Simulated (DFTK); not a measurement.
Runs of DFTK 0.8.2 on NiO. It takes space group Fm-3m (No. 225, cubic). Conventional cell: a = 4.172 Å, b = 4.172 Å, c = 4.172 Å, α = 90.00°, β = 90.00°, γ = 90.00°. Ni (site symmetry m-3m) has 6 O at 2.09 Å as nearest neighbours. Around O (site symmetry m-3m) lie 6 Ni at 2.09 Å. 

```csv
task,level,potentials or basis,cell,k mesh,cutoff (eV),mesh quality,gap on the mesh (eV),pressure (GPa),moment (μB)
single point,PBE,dojo.nc.sr.pbe.v0_4_1.standard.upf (PBE),as given,11 × 11 × 11,1333,not flagged,none,6.0,(a)
band structure,PBEsol,SPMS 1.0 (PBE),as given,10 × 10 × 10,816,not flagged,none,-,0.51
single point,PBE,dojo.nc.sr.pbe.v0_4_1.standard.upf (PBE),"atoms moved at random, drawn with an rms of 0.05 Å",6 × 6 × 6,1333,coarse,none,-1.5,0.58
band structure,PBE,SPMS 1.0 (PBE),as given,10 × 10 × 10,816,not flagged,none,-,1.59
```

Alike in all rows: spin collinear, ferromagnetic start; smearing fermi-dirac 0.05 eV.

Fill in the values left out.

(a) 1.83.

Caveats: some runs use coarse meshes; a cell with one magnetic atom can't hold antiferromagnetic order, which such compounds often take; semilocal functionals often make such compounds metallic where correlation or magnetic order opens a gap, which also shifts bond lengths; the potentials were made for another functional, which shifts forces and pressure (some runs).

A gap of «none» marks a metal or a gap under the smearing width.
